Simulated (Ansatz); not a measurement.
# C (C2/m) in Ansatz: notebook

The runs below take C through single point, with PBE.

Everything below comes from runs of Ansatz 0.2.0. Logs are shortened: lines on timing, memory, paths and dates and some standing lists are left out, and cuts for length are marked.

**1. The structure**

It takes space group C2/m (No. 12, monoclinic). The conventional cell has a = 4.255 Å, b = 2.457 Å, c = 3.765 Å, α = 90.00°, β = 111.49°, γ = 90.00°. Around C (site symmetry m) lie 3 C at 1.42 Å.

This is a stacking variant of graphite.

**2. Single point, PBE**

The input, input.yaml:

```yaml
crystal:
  lattice:
    - [2.1273203072, -1.22828244, 0.0]
    - [2.1273203072, 1.22828244, 0.0]
    - [-1.3790696309, 0.0, 3.5028300786]
  atoms:
    - { symbol: C, position: [0.16664447, 0.16664447, 0.99990696] }
    - { symbol: C, position: [0.83335553, 0.83335553, 9.304e-05] }
hamiltonian:
  xc: pbe
  pseudopotentials: { kind: paw }
kpoints:
  mp_grid: { grid: [13, 13, 8] }
scf:
  occupations: { method: gaussian, width: 0.024 }
output:
  forces: true
  stress: true
  eigenvalues: true
```

Potentials or basis: Ansatz PAW.

Launch:

```
ansatz run input.yaml --threads 2 --pin off --max-ram 5632MiB --backend cpu --events-out ev --progress --plain --runs-dir out
```

Log:

```text
Warning: RAYON_NUM_THREADS=2 ignored (pool sized by the plan → 2); use --threads N
Engine: ansatz 0.2.0, x86_64-unknown-linux-gnu
Pseudopotentials: kind: paw
Pseudopotential: C, paw, valence charge 4, recommended cutoff 420 eV (normal), C.paw.azcp
Functional definition: PBE
  parameter kappa = 0.804
  parameter beta = 0.06672455060314922
  exchange = pbe_x(kappa = kappa, mu = beta*pi^2/3)
  correlation = pbe_c(beta = beta)
Crystal: 2 atoms, lattice volume = 18.305 Å³
Basis set: ecut = 420 eV, 359 PW (Γ), exchange–correlation on 36×36×54 points (8 copies of the dense FFT grid, shifted against one another)
Bands: 8, of which v1, the nominal top of the filled ones, is band 4 counted from 1 (3 counted from 0)
Symmetry: 4 space group operations
Space group: C2/m (ITA 12), of the structure as read, at distance tolerance 2.6e-5 Å
k-points: 371 of 1352
Non-local potential: C, projectors of the file, l = 0: 2, l = 1: 2, l = 2: 1
PAW form: soft (Blöchl's): semilocal exchange-correlation on the pseudo side does not see the compensation charge
PAW one-centre angular grid: C, 110 points (default); XC on 64 Gauss nodes
Initial density: superposition of atomic densities (neutral atoms: chi_scale 0, normalization atom), corrected by the library's trained network
Initial wavefunctions: pseudopotential atomic-orbital guess
Functional: x = pbe(κ = 0.804, μ = 0.2195149727645171), c = pbe(β = 0.06672455060314922)
SCF iter   1: F=—  HF=-501.869899 eV  |F-HF|=—  |Δ(HF+E_count)|=         —  Δρ=2.59e-3  dr2=1.38e-3  ethr=1.77e-3  ⟨swp⟩=4.8  Hψ=19979  notcnv=0
preconditioner: auto → none  [insulator: Δε(μ)=0.933 eV  Ē_g=18.407 eV  σ=0.024 eV  W_gap=1.00  n_scr=2 (ndim 8)  ℏωp=24.5 eV  f_vac=0.025  D(μ)=0.00/eV (n_scr^D=0)  ε∞_Penn≈2.8]
SCF iter   2: F=—  HF=-501.870072 eV  |F-HF|=—  |Δ(HF+E_count)|=   1.73e-4  Δρ=1.11e-3  dr2=1.52e-4  ethr=1.72e-5  ⟨swp⟩=2.7  Hψ=8418  notcnv=0
SCF iter   3: F=—  HF=-501.870161 eV  |F-HF|=—  |Δ(HF+E_count)|=   8.94e-5  Δρ=2.40e-4  dr2=2.70e-6  ethr=1.90e-6  ⟨swp⟩=2.1  Hψ=5266  notcnv=0
SCF iter   4: F=—  HF=-501.870162 eV  |F-HF|=—  |Δ(HF+E_count)|=   7.63e-7  Δρ=5.01e-5  dr2=2.29e-7  ethr=3.38e-8  ⟨swp⟩=2.1  Hψ=4359  notcnv=0
iter 5 did not close the SCF: its close was put off for the readings that it lacked (scf_convergence_deferred on its scf_iter line)
SCF iter   5: F=-501.870162 eV  HF=-501.870162 eV  |F-HF|=1.87e-9  |Δ(HF+E_count)|=   2.82e-7  Δρ=4.58e-6  dr2=1.43e-9  ethr=2.86e-9  ⟨swp⟩=2.2  Hψ=4308  notcnv=0
SCF iter   6: F=-501.870162 eV  HF=-501.870162 eV  |F-HF|=9.44e-12  |Δ(HF+E_count)|=   2.01e-9  Δρ=4.93e-7  dr2=2.81e-11  ethr=1.79e-11  ⟨swp⟩=1.6  Hψ=9382  notcnv=0
SCF 1 converged in 6 iterations: F = -501.870162 eV  dr2 = 2.81e-11
SCF converged after 6 iterations
Free energy (F): -501.870162 eV
Harris-Foulkes:  -501.870162 eV  (|F-HF|=9.44e-12)
Internal energy: -501.870162 eV  (E = F + TS)
E sigma→0 (E₀):  -501.870162 eV
Fermi energy:    6.668633 eV
--- Per-component energies (eV) ---
  E_band       = -20.645309
  E_kinetic    = 182.438204
  E_local      = -330.423163  (includes V_loc(G=0)·N_el)
  E_nonlocal   = 54.759167
  E_hartree    = 102.673179
  E_xc         = -96.172951
  E_vxc        = -119.083194  (∫ρ·V_xc dr)
  E_paw        = -198.749924  (= ΣΔE_a)
  E_vpaw       = -13.682616  (= ΣTr[D̂ρ^β])
  E_aug_tail   = 0.000016  (compensation charges beyond the density's cutoff)
  E_ewald      = -216.394690
  E_smearing   = -0.000000  (= −TS)
  E_closure    = 0.000000  (closes the sum)
  Σ components = -501.870162   (vs F -501.870162, Δ=0.00e0)
--- Forces (eV/Å), atoms counted from 1 ---
  atom   1  C     -0.00236804     0.00000000     0.00365680
  atom   2  C      0.00236804    -0.00000000    -0.00365680
  max |Σ_I F_I| component: 4.34e-19 eV/Å
--- Stress (GPa, compression-positive) ---
        4.651737      -0.000000      -0.028269
       -0.000000       4.581062       0.000000
       -0.028269       0.000000       2.212675
  P = ⅓ Tr σ = 3.8152 GPa (38.152 kbar)
--- Band table (eV; the first three rows and the last of 371) ---
  k-point 0: bands = ["-13.1074", "-0.2612", "3.5787", "3.5822", "10.5139", "15.0334", "15.0355", "18.0871"]
  k-point 1: bands = ["-13.0776", "-0.5292", "3.5772", "3.5804", "11.1575", "15.0295", "15.0304", "18.1056"]
  k-point 2: bands = ["-13.0039", "-1.1111", "3.5743", "3.5763", "12.8279", "15.0175", "15.0192", "18.1577"]
  k-point 370: bands = ["-7.6526", "-6.6419", "-0.2814", "4.5948", "8.4647", "14.8658", "18.2375", "19.0063"]
```

Wall time 4.1 s (2 threads of Intel Xeon at 2.50GHz (Skylake/Cascade Lake), shared host); peak memory 0.35 GiB.

What came out:

* Free energy: -501.8702 eV
* Pressure: 3.8 GPa
* Largest force: 0.004 eV/Å
* Band gap on the k mesh: 0.93 eV, indirect (least direct gap 0.94 eV)

Forces on the atoms (eV/Å):
```
C   -0.002  0.000  0.004
C    0.002  0.000 -0.004
```

Levels at points of the mesh, in eV from the valence-band top:
```
            k point  band 1  band 2  band 3  band 4  band 5  band 6  band 7  band 8
 (0.00, 0.00, 0.00)  -19.31   -6.47   -2.63   -2.62    4.31    8.83    8.83   11.88
(0.00, 0.00, -0.50)  -19.10   -8.03   -2.63   -2.63    8.80    8.80    9.93   12.03
```

Caveat: odd divisions of the mesh miss points on the zone boundary, where band edges often lie, so the gap on the mesh can be too wide; the pressure holds a Pulay correction of +0.5 GPa for the finite cutoff; this functional lacks dispersion, which binds the layers, so the pressure and a relaxed spacing across them are unreliable.

**3. Single point, PBE**

input.yaml: that of step 2 with these lines changed.

```diff
@@ -14,3 +14,3 @@
 scf:
-  occupations: { method: gaussian, width: 0.024 }
+  occupations: { method: gaussian, width: 0.025 }
 output:
```

Potentials or basis: Ansatz PAW.

Launch:

```
ansatz run input.yaml --threads 2 --pin off --max-ram 5632MiB --backend cpu --events-out ev --progress --plain --runs-dir out
```

Run time: 4 s. Hardware: 2 threads of Intel Xeon at 2.50GHz (Skylake/Cascade Lake), shared host; peak memory 0.35 GiB.

Results (log left out):

```yaml
Free_energy: -501.8702 eV
Pressure: 3.8 GPa
Largest_force: 0.004 eV/Å
Band_gap_on_the_k_mesh: 0.93 eV, indirect (least direct gap 0.94 eV)
```

Forces on the atoms (eV/Å):
```
C   -0.002  0.000  0.004
C    0.002  0.000 -0.004
```

Stress tensor (GPa, compression positive):
```
 4.65  0.00 -0.03
 0.00  4.58  0.00
-0.03  0.00  2.21
```

Levels at points of the mesh, in eV from the valence-band top:
| k point | band 2 | band 3 | band 4 | band 5 | band 6 | band 7 |
| --- | --- | --- | --- | --- | --- | --- |
| (0.00, 0.00, 0.00) | -6.47 | -2.63 | -2.62 | 4.31 | 8.83 | 8.83 |
| (0.00, 0.00, -0.50) | -8.03 | -2.63 | -2.63 | 8.80 | 8.80 | 9.93 |

Caveat: odd divisions of the mesh miss points on the zone boundary, where band edges often lie, so the gap on the mesh can be too wide; the pressure holds a Pulay correction of +0.5 GPa for the finite cutoff; this functional lacks dispersion, which binds the layers, so the pressure and a relaxed spacing across them are unreliable. A k mesh can miss the band edges.
